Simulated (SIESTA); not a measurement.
**TiO2 under changes of volume**

One of the cells (10.435 Å³/atom); the others are scaled copies at fixed shape and fractional positions:

```xyz
6
Lattice="4.5998 0.0000 0.0000 0.0000 4.5998 0.0000 0.0000 0.0000 2.9592" Properties=species:S:1:pos:R:3 pbc="T T T"
Ti    0.0000    0.0000    1.4796
Ti    2.2999    2.2999    0.0000
O     1.3998    1.3998    1.4796
O     0.9001    3.6997    0.0000
O     3.6997    0.9001    0.0000
O     3.2000    3.2000    1.4796
```

The cell is a database's computed one.

```yaml
Program: SIESTA 5.4.2
Functional: PBE
Potentials_or_basis: PseudoDojo 0.4 standard (PBE files)
Basis: DZ (energy shift 0.003 Ry; two zetas on semicore shells)
Grid_cutoff: 800 Ry
Energy_shift: 0.003 Ry
k_mesh: 4 × 4 × 6
Occupations: fermi-dirac, width 0.05 eV
Spin: no spin polarisation
```

```tsv
volume (Å³/atom)	energy over the lowest point (meV/atom)	pressure (GPa)	gap on the mesh (eV)	largest force (eV/Å)
9.809	67.32	25.3	1.89	0.480
10.018	38.85	18.6	1.84	0.354
10.227	18.64	12.5	1.79	0.238
10.435	5.94	7.1	1.74	0.128
10.644	0.00	2.2	1.69	0.030
10.853	?	?	?	?
11.062	5.72	-6.3	1.60	0.150
```

Q: What does the run at 10.853 Å³/atom give?

A: Energy over the lowest point 0.11 meV/atom; pressure -2.3 GPa; gap on the mesh 1.65 eV; largest force 0.065 eV/Å.

Worked out: A Birch-Murnaghan fit of order 3 (a polynomial in V^(-2/3)) to the other rows has its minimum at 10.74 Å³/atom with B0 = V·E''(V) = 229 GPa and B' = 4.2 at fixed shape and positions, which overstates the stiffness. It gives 0.09 meV/atom at 10.853 Å³/atom, against the run's 0.11, and -dE/dV = -2.3 GPa, against -2.3. A straight line through the other rows of the gap, of slope -2.43 eV per unit of ln V (its deformation potential), gives 1.65 eV, against the run's 1.65.

Energies are extrapolated to zero smearing.

Caveats: the basis has no polarisation orbitals; the basis of atomic orbitals isn't converged, which shifts pressures, moduli and gaps.

A mesh can miss the band edges.
